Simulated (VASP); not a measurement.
Wanted: the native input for a VASP 6.6.1 run.

| Property | Result |
| --- | --- |
| Task | single point |
| Functional | r2SCAN |
| Potentials or basis | VASP PAW PBE potentials, release 64 (Sr_sv) |
| Cutoff | 520 eV |
| k mesh | 6 × 6 × 6 |
| Occupations | gaussian, width 0.1 eV |
| Spin | no spin polarisation |
| Dipole correction | no |
| Further INCAR settings | ALGO = Normal; EDIFF = 1e-07; NBANDS = 11 |

Sr:

```
CELL_PARAMETERS angstrom
3.91099 0.00000 0.00000
0.00000 3.91099 0.00000
0.00000 0.00000 3.91099
ATOMIC_POSITIONS crystal
Sr 0.00000 0.00000 0.00000
```

The cell was built by a generator and needn't be a form met in nature.

These files were run (other wordings do the same):

POSCAR

```
Sr
1.0
    3.9109942844      0.0000000000      0.0000000000
    0.0000000000      3.9109942844      0.0000000000
    0.0000000000      0.0000000000      3.9109942844
Sr
1
Direct
    0.0000000000      0.0000000000      0.0000000000
```

INCAR.step1

```
  PREC = Accurate
  ENCUT = 520
  ISMEAR = 0
  SIGMA = 0.1
  LREAL = False
  LASPH = True
  NELM = 100
  NBANDS = 11
  GGA = PE
  ALGO = Normal
  EDIFF = 1E-4
  LWAVE = True
  LCHARG = False
```

INCAR.step2

```
  PREC = Accurate
  ENCUT = 520
  EDIFF = 1E-7
  ISMEAR = 0
  SIGMA = 0.1
  LREAL = False
  LASPH = True
  NELM = 100
  ALGO = Normal
  ISIF = 2
  LWAVE = False
  LCHARG = False
  METAGGA = R2SCAN
  LMIXTAU = True
  NBANDS = 11
  ISTART = 1
```

KPOINTS

```
regular mesh
0
Gamma
  6 6 6
```

Potentials or basis: VASP PAW PBE potentials, release 64 (Sr_sv).

Launch:

```bash
$ cat potpaw_PBE.64/Sr_sv/POTCAR > POTCAR
$ cp INCAR.step1 INCAR
$ mpirun -np 1 vasp_std > vasp.out
$ cp INCAR.step2 INCAR
$ mpirun -np 1 vasp_std > vasp.out
```

Results of the run:

```yaml
Pressure: -0.3 GPa
Band_gap_on_the_k_mesh: none (metal or under the smearing width)
```

Caveat: the PAW data sets were made with another functional, which shifts forces and pressure a little.

Wall time 22 s on 1 thread of Intel(R) Xeon(R) 6975P-C (Granite Rapids), with other jobs on the host, peak memory 0.17 GiB.
